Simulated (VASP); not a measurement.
Crystal: GaP.

```
Ga P
1.0
     0.00000    2.72525    2.72525
     2.72525    0.00000    2.72525
     2.72525    2.72525    0.00000
Ga P
1 1
Direct
  0.00000 0.00000 0.00000
  0.75000 0.75000 0.75000
```

Base run:

```yaml
Program: VASP 6.6.1
Functional: PBEsol
Potentials_or_basis: VASP PAW PBE potentials, release 64 (Ga_d, P)
Cutoff: 520 eV
k_mesh: 8 × 8 × 8
Occupations: fermi-dirac, width 0.05 eV
Spin: no spin polarisation
```

Its results: band gap on the k mesh 1.52 eV, indirect (least direct gap 1.75 eV).

Problem. The run is repeated on the same cell with these changes: functional from PBEsol to PBE; further incar settings from ALGO = Normal; EDIFF = 1e-07; NBANDS = 16 to ALGO = Fast; EDIFF = 1e-06; NBANDS = 16. What comes out?

Solution. Band gap on the k mesh 1.64 eV, indirect (least direct gap 1.83 eV).

A k mesh can miss the band edges.
